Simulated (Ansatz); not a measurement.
The system is CuI.

```
I Cu
1.0
     4.09020    0.00000    0.00000
     0.00000    4.09020    0.00000
     0.00000    0.00000    6.55146
I Cu
2 2
Direct
  0.00000 0.50000 0.74303
  0.50000 0.00000 0.25697
  0.00000 0.00000 0.00000
  0.50000 0.50000 0.00000
```

Measurements of this composition are mostly on another form, of space group No. 216.

Base run:

* Program: Ansatz 0.2.0
* Functional: PBEsol
* Potentials or basis: all-electron LAPW, scalar-relativistic
* Cutoff: 255 eV (chosen from the basis error)
* Basis error allowed: 0.002 eV/atom
* k mesh: 7 × 7 × 4
* Occupations: fermi-dirac, width 0.05 eV
* Spin: no spin polarisation
* Hubbard terms: Cu d U = 4 eV

Its results: band gap on the k mesh 2.03 eV, direct; pressure -0.9 GPa; largest force 0.173 eV/Å.

Problem. After a change of settings the same cell gave: band gap on the k mesh 2.21 eV, direct; pressure -0.6 GPa; largest force 0.136 eV/Å. Which change was it?
A. hubbard terms from Cu d U = 4 eV to none
B. hubbard terms from Cu d U = 4 eV to Cu d U = 2 eV
C. hubbard terms from Cu d U = 4 eV to Cu d U = 6 eV

Solution. C.

Caveats: U is the effective U less J, on atomic orbitals that reach past the spheres; spin-orbit coupling is left out, which moves the levels of the heavy elements; this functional lacks dispersion, which binds the layers, so the pressure and a relaxed spacing across them are unreliable; the density of states is complete only up to the lowest level of the last band computed.
